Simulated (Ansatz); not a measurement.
## CsPbCl$_{3}$: do energies and stresses tell the same story?

The calculation used Ansatz 0.2.0, DFT PBE, scalar-relativistic, plane waves, PAW.

Plane waves to 420 eV, a k mesh through Γ of 6×6×6 on the computed 5-atom cell and Gaussian smearing (0.02 eV); no spin polarisation.

Relaxed cell: Pm-3m, a = 5.735 Å, b = 5.735 Å, c = 5.735 Å, α = 90.00°, β = 90.00°, γ = 90.00°, 5 atoms in the primitive cell. Whether it is the stable form of this composition wasn't checked.

Energies at zero smearing and pressures from the stress tensor, at volumes with shape and atoms relaxed:
```tsv
V (Å³/atom)	E − E(first) (meV/atom)	P (GPa)
35.467	0.00	1.57
36.599	-7.98	0.72
37.730	-10.46	0.00
38.862	-8.30	-0.60
39.994	-2.22	-1.11
```

Question: Check P = −dE/dV between neighbouring volumes, and get the bulk modulus from the pressures alone.

Answer: With 1 eV/Å³ = 160.2 GPa:
```json
{"middle V (Å³/atom)": "36.033", "−ΔE/ΔV (GPa)": "1.130", "mean P (GPa)": "1.142"}
{"middle V (Å³/atom)": "37.165", "−ΔE/ΔV (GPa)": "0.351", "mean P (GPa)": "0.361"}
{"middle V (Å³/atom)": "38.296", "−ΔE/ΔV (GPa)": "-0.306", "mean P (GPa)": "-0.298"}
{"middle V (Å³/atom)": "39.428", "−ΔE/ΔV (GPa)": "-0.860", "mean P (GPa)": "-0.853"}
```

The two differ by 0.01 GPa at most. The mean of two end pressures misses the average over a step by about ΔV² P″/12, up to 0.01 GPa here; with that taken off 0.00 GPa remains. Around V = 37.730 Å³/atom, the two neighbours give B = −V ΔP/ΔV = 37.730 × 1.32 / 2.264 = 22.0 GPa, against B0 = 21.8 GPa from the Birch–Murnaghan fit of the energies.

Spin–orbit coupling is left out, which can shift energies with elements as heavy as these.

Symmetry holds off the tilts and polar distortions that many cubic perovskites undergo.